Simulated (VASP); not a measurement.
Se, 1 atom in the cell. Symmetry: Im-3m, No. 229, cubic system. The conventional cell has a = 2.769 Å, b = 2.769 Å, c = 2.769 Å, α = 90.00°, β = 90.00°, γ = 90.00°. Around Se (site symmetry m-3m) lie 8 Se at 2.40 Å. This isn't the form of Se at room conditions, which is trigonal, of chains.

* Program: VASP 6.6.1
* Task: single point
* Functional: LDA
* Potentials or basis: VASP PAW LDA potentials, release 64 (Se)
* Cutoff: 520 eV
* k mesh: 22 × 22 × 22
* Occupations: gaussian, width 0.1 eV
* Spin: no spin polarisation
* Dipole correction: no
* Further INCAR settings: ALGO = Normal; EDIFF = 1e-06; NBANDS = 9

Potentials or basis: VASP PAW LDA potentials, release 64 (Se).

The run is started by

```console
$ cat potpaw_LDA.64/Se/POTCAR > POTCAR
$ mpirun -np 1 vasp_std > vasp.out
```

Hardware: 1 thread of Intel(R) Xeon(R) Platinum 8259CL CPU @ 2.50GHz (Skylake/Cascade Lake), with other jobs on the host.

Question: Estimate the wall time of this run.

Answer: It took 18 s on 1 thread of Intel(R) Xeon(R) Platinum 8259CL CPU @ 2.50GHz (Skylake/Cascade Lake), with other jobs on the host, peak memory 0.14 GiB. Counts: scf iterations 10, k points 328.
